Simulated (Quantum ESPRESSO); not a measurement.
The system is Ge.

```
Ge
1.0
    -2.57449    2.57449    1.39741
     2.57449   -2.57449    1.39741
     2.57449    2.57449   -1.39741
Ge
2
Direct
  0.50000 0.50000 0.00000
  0.25000 0.75000 0.50000
```

This isn't the form of Ge at room conditions, which is diamond.

```yaml
Program: Quantum ESPRESSO 7.5
Task: phonons and electron-phonon coupling
Functional: PBEsol
Potentials_or_basis: GBRV 1.5 PBEsol
Cutoff: 612 eV
Density_cutoff: 4898 eV
k_mesh: 6 × 6 × 6
Occupations: methfessel-paxton, width 0.272 eV
Spin: no spin polarisation
Mixing_beta: 0.5
Most_SCF_iterations: 120
SCF_threshold: 4e-10 Ry
q_mesh: 2 × 2 × 2
```

The cell and the atoms were relaxed first, to 18.20 Å³/atom (a = 3.893 Å, b = 3.893 Å, c = 3.893 Å, α = 97.13°, β = 97.13°, γ = 138.74°), and the response was taken there.

Task: Is this structure dynamically stable at this level, and how far does the spectrum reach?

Result: Yes, as far as this q mesh shows: no mode on the path is imaginary. The highest frequency is 202 cm⁻¹.

Phonon frequencies at the corners of the path (cm⁻¹, interpolated; i marks imaginary ones):
| point | frequencies |
| --- | --- |
| Γ | 0 0 0 50 152 152 |
| X | 47 47 135 135 158 158 |
| M | 23 23 45 45 202 202 |
| Z | 32 32 130 147 168 168 |
| P | 87 87 129 129 187 187 |
| N | 55 94 97 156 164 182 |
| Z1 | 32 32 130 147 168 168 |

Harmonic thermodynamics per atom at this volume (zero-point energy 21.2 meV, Debye temperature from the second moment 231 K):
```csv
T (K),free energy (meV),entropy (k_B),heat capacity Cv (k_B)
50,19.9,0.90,1.42
100,13.0,2.23,2.36
200,-14.7,4.05,2.81
298.15,-54.1,5.20,2.91
500,-158.9,6.72,2.97
800,-352.0,8.12,2.99
```

Phonon states per cell in windows of 10 cm⁻¹ (negative: imaginary):
```
from (cm⁻¹)  total
          0   0.00
         10   0.01
         20   0.06
         30   0.21
         40   0.42
         50   0.49
         60   0.38
         70   0.33
         80   0.30
         90   0.26
        100   0.25
        110   0.36
        120   0.29
        130   0.27
        140   0.46
        150   0.44
        160   0.55
        170   0.48
        180   0.35
        190   0.08
```

A q mesh this small can miss soft modes between its points.

Caveat: the k mesh is coarse (spacing up to 0.43 Å⁻¹), so the values aren't converged; the mesh is thin for the phonons of a metal; λ from interpolated matrix elements is rough: modes that symmetry makes equal can differ by tens of percent; the q mesh is small, so phonon branches between its points and thermal values are rough.
